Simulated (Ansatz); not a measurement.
# Electric field gradients in TiAl2

Computed with DFT PBEsol, scalar-relativistic, plane waves, PAW (Ansatz). Plane waves to 420 eV; Γ-centred k mesh 12×12×12; Fermi-Dirac smearing of 0.15 eV. No spin polarisation.

The cell, relaxed at this level:
```
CELL_PARAMETERS angstrom
-1.96764 1.96764 12.07142
1.96764 -1.96764 12.07142
1.96764 1.96764 -12.07142
ATOMIC_POSITIONS crystal
Ti 0.67200 0.17200 0.50000
Ti 0.92200 0.92200 0.00000
Ti 0.82800 0.32800 0.50000
Ti 0.07800 0.07800 0.00000
Al 0.41350 0.41350 0.00000
Al 0.25014 0.25014 0.00000
Al 0.74986 0.74986 0.00000
Al 0.33650 0.83650 0.50000
Al 0.16350 0.66350 0.50000
Al 0.49986 0.99986 0.50000
Al 0.00014 0.50014 0.50000
Al 0.58650 0.58650 0.00000
```

In a metal these results depend on the k mesh and the smearing.

Q: Give V_zz (10²¹ V/m²) and the asymmetry η at each distinct site.

A:
```
       atom V_zz     η
Ti (atom 1)  -1.59  0.76
Al (atom 5)   1.64  0.89
Al (atom 6)   2.50  0.43
```

Whether TiAl2 exists in this form wasn't checked.

Cost: 1 run of about 3.5 core-minutes, on Intel Xeon Processor @ 2.50GHz (Skylake/Cascade Lake) (shared hosts).